The binding energy of a shell is the total energy of the ion with one electron taken from that shell, less the total energy of the neutral atom. In ΔSCF both are converged separately, so the remaining electrons relax round the hole. The cheaper estimate is −ε, the negative of the orbital eigenvalue of the neutral atom. The table sets these routes side by side for manganese in Dirac-Fock, LDA and PBE. The shells are K (1s), L1 (2s), L2 and L3 (2p, j = 1/2 and 3/2), M1 to M3 (3s, 3p), M45 (3d) and N1 (4s). No row describes the high-spin ⁶S ground state: the functionals carry no spin moment, and Dirac-Fock averages over all states of 3d⁵.

Binding energies of the free Mn atom ([Ar] 3d5 4s2) from the vacuum level, from a radial B-spline Dirac-Fock and Kohn-Sham solver (Dirac equation, Fermi nucleus, spherical, no spin polarisation). Dirac-Fock is a configuration average without correlation; LDA and PBE lack Breit and QED terms. The screened hole adds a valence electron to model edges from the Fermi level; measured edges are of the element in its standard state.

| shell | Dirac-Fock ΔSCF with Breit and QED (eV) | Breit and QED part of it (eV) | LDA ΔSCF less Dirac-Fock (eV) | LDA: ΔSCF less (−ε) (eV) | PBE ΔSCF less Dirac-Fock (eV) | PBE: ΔSCF less (−ε) (eV) | Dirac-Fock, screened hole (eV) | measured edge (eV) |
| --- | --- | --- | --- | --- | --- | --- | --- | --- |
| K | 6550.5 | -9.98 | 10.1 | 147.4 | 25.5 | 147.8 | 6538.2 | 6539 |
| L1 | 785.0 | -0.74 | -20.4 | 22.6 | -18.8 | 22.4 | 771.8 | 769.1 |
| L2 | 664.0 | -0.71 | -0.1 | 27.3 | 0.2 | 27.2 | 651.0 | 649.9 |
| L3 | 653.8 | -0.45 | -0.8 | 26.9 | -0.4 | 26.8 | 640.8 | 638.7 |
| M1 | 100.9 | -0.08 | -7.8 | 7.7 | -7.4 | 7.6 | 89.0 | 82.3 |
| M2 | 64.1 | -0.06 | -1.3 | 7.5 | -1.2 | 7.4 | 52.8 | 47.2 |
| M3 | 62.9 | -0.03 | -1.4 | 7.4 | -1.3 | 7.4 | 51.6 | 47.2 |
| M45 | 11.0 | 0.02 | 2.4 | 6.4 | 2.2 | 6.4 | n/a | n/a |
| N1 | 6.6 | 0.00 | 2.0 | 3.4 | 1.8 | 3.3 | n/a | n/a |

### K shell

The LDA ΔSCF value is 6550.5 + 10.1 = 6560.6 eV, and −ε is 147.4 eV smaller. In the Dirac-Fock run the eigenvalue errs the other way: relaxation lowers the frozen-orbital value by 42.1 eV. Relaxation alone therefore has the wrong sign to explain the Kohn-Sham gap, which is positive in all nine rows.

The reason is self-interaction. In Fock theory the repulsion of an electron with its own charge cloud is cancelled exactly by exchange. A local functional cancels it only in part, so the level sinks as charge is drained from it. Janak's theorem, ε = ∂E/∂n for occupation n, makes the binding energy the average of −ε over the removal, and the gap is half the total sinking if ε is linear in n. Three terms set it:

gap = F⁰/2 + exchange curvature + relaxation.

F⁰ is the Coulomb repulsion of the orbital density φ² with itself. The exchange curvature is Ex[ρ − φ²] − Ex[ρ] + ∫vx φ², with ρ the total density, Ex the local exchange energy and vx its potential; it is negative because Ex goes as −ρ^(4/3). Both were evaluated with hydrogenic orbitals, Slater's screening constants and orthogonalisation within each l, without relativity, correlation or any fitted parameter. The relaxation is borrowed from Dirac-Fock.

For 1s, F⁰ = (5/8) Z_eff hartree with Z_eff = 25 − 0.3 = 24.7, so F⁰/2 = 0.3125 × 24.7 × 27.21 eV = 210.0 eV. The exchange curvature is −20.1 eV and the relaxation −42.1 eV, which leaves about 148 eV against 147.4 eV. Agreement to half an electronvolt is closer than a borrowed relaxation deserves, but it supports the mechanism. The PBE gap lies within 0.4 eV of the LDA gap in every row, as it should if the Hartree term dominates. The LDA eigenvalue taken at half removal matches ΔSCF within 0.24 eV in all rows, which shows that ε is nearly linear in n and says nothing on accuracy.

The difference of 10.1 eV between LDA and Dirac-Fock is a mismatch of content. Only Dirac-Fock holds the Breit and QED part of −9.98 eV, mostly the Gaunt term (−7.3 eV) and the self-energy (−3.4 eV). At equal Breit and QED content LDA is off by +0.1 eV and PBE by +15.5 eV; correlation, which only the functionals hold, is still inside these differences. This does not make LDA the better functional. A 1s hole leaves one unpaired electron in a very compact orbital, and a calculation without spin polarisation treats it as half up and half down, which costs the ion exchange energy. Spin scaling of the model density puts that cost at about 29 eV for either functional; removing it would leave both below Dirac-Fock, with PBE the nearer. LDA also underestimates the exchange of the 1s pair, an error of opposite sign, so its agreement is most plausibly a cancellation. The gradient correction repairs much of the second error and none of the first. The model gives PBE less LDA as +20.1 eV where the table has +15.4 eV. The argument is untested by a spin-polarised run, and PBE should not be blamed before one is made.

The free-atom and measured columns have different zeros, vacuum level and Fermi level, so most of their difference, 11.5 to 18.6 eV, is no error of the method: the screening electron alone shifts the levels by 11.3 to 13.2 eV. The screened hole is the intended comparison. At K it lies 0.8 eV below a measured value given to the nearest eV (measured edges are from the xraydb and xraylib tables), less than a tenth of the Breit and QED part.

### L shells

The eigenvalue gap falls to 22.6 eV for 2s and about 27 eV for 2p, yet it rises as a share of the LDA binding energy, from 2.2 % at K to 3 and 4 %. F⁰ depends only on how compact the orbital is, while the binding energy is also lowered by the repulsion of the electrons further out, so it falls faster than F⁰ from K to L. The model is within about 2 eV in the three L rows and rightly puts the 2p gaps above that of 2s, since 2p is more compact (the small difference between L2 and L3 is beyond it): F⁰/2 is 51.5 against 42.0 eV.

ΔSCF removes this error and exposes another. Like for like, LDA lies about 1 eV below Dirac-Fock for both 2p levels and 21.1 eV below for 2s; PBE recovers 1.6 eV of that. A spacing between levels cancels the zero of energy and lets measurement decide. L1 less L3 is measured as 130.4 eV. Dirac-Fock exceeds it by 0.8 eV, while LDA falls short by 19.1 eV and PBE by 17.9 eV, with the Dirac-Fock Breit and QED part added to both. Here the numbers show that the functionals fail for 2s. Dirac-Fock does not win every spacing: K less L3 is 3.6 eV short in Dirac-Fock, 2.9 eV short with the screened hole, 2.2 eV short in LDA and 12.8 eV too large in PBE, so the close agreement of the screened hole at K is partly luck.

With frozen orbitals the electrostatic potential is common to both methods, and the difference in removal energy reduces to

LDA − Fock = F⁰/2 + Ex[ρ − φ²] − Ex[ρ] − ΣK,

where ΣK is the Fock exchange of the orbital with itself and with all electrons of its spin, averaged over the configuration. The same orbitals give −21.1 eV for 2s, −1.3 eV for 2p and +0.2 eV for 1s. The match of the absolute values is partly luck: relativity and differences of relaxation are left out, and so is LDA correlation, which raises every core removal energy by a few eV. That shift is nearly the same for 2s and 2p, so the firm result is their difference, −19.8 eV in the model against −19.9 eV in the table, and it points to exchange. Theory offers the picture. Fock exchange depends on orbital symmetry: a 2s electron exchanges with three 2p electrons of its spin through the large dipole integral G¹, each contributing G¹/3, while a 2p electron has a single 2s partner and meets the other 2p electrons through the quadrupole integral F² with a total weight of 2/5. A local potential sees only the density at a point, a gradient-corrected one also how it varies there, and 2s and 2p share nearly the same region, so it cannot give 2s its extra binding. An s level beside a full p shell of the same n should then be underbound in neighbouring elements too, by an amount growing roughly with Z_eff. The model is poor on the small PBE correction, +2.2 eV for 2p against +0.3 and +0.4 eV.

The screened hole lowers the L levels by 13.0 to 13.2 eV, against 12.3 eV at K and 11.3 to 11.9 eV for M. To a valence electron any deep hole looks like one more nuclear charge, so the energy gained by adding the screening electron hardly depends on the shell. The remaining error is +1.1 to +2.7 eV relative to the measured edges, at most 0.35 %.

### M1 to M3

The s anomaly returns at smaller size: LDA is 7.9 eV below Dirac-Fock for 3s and 1.4 eV below for 3p, and the model gives 7.4 and 2.0 eV. Measurement no longer sides with Dirac-Fock, though. The measured M1 less M3 spacing of 35.1 eV lies between Dirac-Fock (+2.9 eV) and LDA (−3.5 eV). The eigenvalue gap, 8 to 12 % of the LDA binding energy, lies 4 to 5 eV under the frozen terms of the model, a plausible relaxation and no test.

The screened hole is now too deep by 6.7, 5.6 and 4.4 eV, which is 8 to 12 % of the measured edge and more in eV than in any K or L row. The 3s and 3p orbitals share their radial range with 3d, so the averaging over 3d⁵ bites here. After 3s ionisation of ⁶S the remaining 3s electron couples to ⁷S or ⁵S with weights 7 : 5, and the strong ⁷S line lies 5/12 of the splitting below the centre that an averaged calculation gives. Against a Dirac-Fock centre the splitting that counts is the uncorrelated one, (6/5)G²(3s,3d), so the shift is G²/2. The observed splitting is much smaller, because correlation mixes the 3s hole with two 3p holes and an extra 3d electron and lowers ⁵S, while that configuration has no ⁷S term. The shift has the right sign and may be a large part of the error for a full ⁶S moment, less for the reduced moment of the metal. Its share, and those of other correlation and of screening in the solid, are untested. M2 and M3 carry one measured value, 47.2 eV, so the computed splitting of 1.2 eV is unchecked, and the difference between their two errors means nothing more.

### M45 and N1

In the valence the eigenvalue misses 48 % (3d) and about 40 % (4s) of the LDA binding energy, and the model fails. For 4s the gap exceeds the frozen terms by 1.8 eV although relaxation can only reduce it, and for 3d they leave no room for relaxation at all. The hydrogenic orbitals are too diffuse here, which makes F⁰ too small. LDA less Dirac-Fock is missed by about 1.5 eV in both rows, with the sign and size expected of the correlation that LDA holds and the exchange-only model omits.

The 3d value of 11.0 eV connects two configuration averages. An electron leaving ⁶S loses exchange with four parallel partners; in the average only 4/9 of the four are parallel, so by this counting the true cost is higher. That LDA and PBE give 13.4 and 13.2 eV does not show that they capture it, since they hold no spin either. For 4s the measured ionisation energy, 7.43 eV, is bracketed: Dirac-Fock is 0.8 eV low, as fits the lack of 4s² pair correlation, and LDA and PBE are 1.2 and 1.0 eV high. The real ion keeps a 4s electron parallel to 3d⁵, a stabilisation that every column lacks and that would lower all three values.

For this atom, then, a core level should be taken from ΔSCF or the half-occupied eigenvalue, compared across methods only at equal Breit and QED content, and checked against measurement through several spacings, since L1 less L3 favours Dirac-Fock and K less L3 does not. Whether LDA keeps its agreement at K once the hole is allowed its spin is the question that the table leaves open.
